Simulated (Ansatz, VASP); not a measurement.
SnTe in VASP and in Ansatz

```
CELL_PARAMETERS angstrom
0.00000 3.15085 3.15085
3.15085 0.00000 3.15085
3.15085 3.15085 0.00000
ATOMIC_POSITIONS crystal
Te 0.50000 0.50000 0.50000
Sn 0.00000 0.00000 0.00000
```

Alike in both runs: task band structure; functional RPBE; k mesh 7 × 7 × 7; occupations fermi-dirac, width 0.05 eV; no spin polarisation.

```csv
,VASP,Ansatz
version,VASP 6.6.1,Ansatz 0.2.0
potentials or method,"VASP PAW PBE potentials, release 64 (Te, Sn_d)",Ansatz PAW
plane-wave cutoff (eV),520,420
valence electrons in the cell,20,30
```

VASP gave:

```
gap on the k mesh at the Fermi level (eV) : 0.66
least direct gap on the mesh (eV)         : 0.66
gap along the band path (eV)              : 0.04
pressure (GPa)                            : 3.6
```

Q: Estimate Ansatz's values.

A: gap on the k mesh at the Fermi level (eV): 0.66; least direct gap on the mesh (eV): 0.66; gap along the band path (eV): 0.06; pressure (GPa): 3.7.

The two sets of potentials don't hold the same shells in valence.

Caveats: spin-orbit coupling is left out, which moves the levels of the heavy elements; the PAW data sets were made with another functional, which shifts forces and pressure a little (VASP); the PAW data sets come from PBE, with cores solved anew for the run's functional, which leaves a small shift of forces and pressure (Ansatz).
